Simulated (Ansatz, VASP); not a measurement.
## One calculation of Ta2As5, two programs

```
Ta As
1.0
     4.48198    0.00000    0.00000
    -2.24099    3.88151    0.00000
     0.00000    0.00000   10.64009
Ta As
2 5
Direct
  0.33333 0.66667 0.50000
  0.66667 0.33333 0.50000
  0.33333 0.66667 0.88132
  0.33333 0.66667 0.11868
  0.66667 0.33333 0.11868
  0.66667 0.33333 0.88132
  0.00000 0.00000 0.00000
```

Alike in both runs: task single point; functional PBE; k mesh 6 × 6 × 2; occupations gaussian, width 0.1 eV; no spin polarisation.

```csv
,VASP,Ansatz
version,VASP 6.6.1,Ansatz 0.2.0
potentials or method,"VASP PAW PBE potentials, release 64 (Ta_pv, As)","scalar-relativistic, plane waves, PAW"
plane-wave cutoff (eV),520,420
valence electrons in the cell,47,101
```

```csv
,VASP,Ansatz,Ansatz less VASP
gap on the k mesh at the Fermi level (eV),none,none,-
pressure (GPa),5.2,4.9,-0.21
largest component of the traceless stress (GPa),5.44,5.43,-0.015
rms of the force components (eV/Å),0.596,0.576,-0.0201
```

Atom by atom the forces differ by 0.020 eV/Å (rms over components). A gap of «none» marks a metal or a gap that the smearing closes. The functional is the same, so the differences come from potentials, cutoffs and numerics. The two sets of potentials don't hold the same shells in valence.

Caveats: this functional lacks dispersion, which binds the layers, so the pressure and a relaxed spacing across them are unreliable; forces of over 1 eV/Å show positions far from the minimum, so gaps and moduli don't describe the material at rest. Spin-orbit coupling is left out, which matters for the levels of Ta.
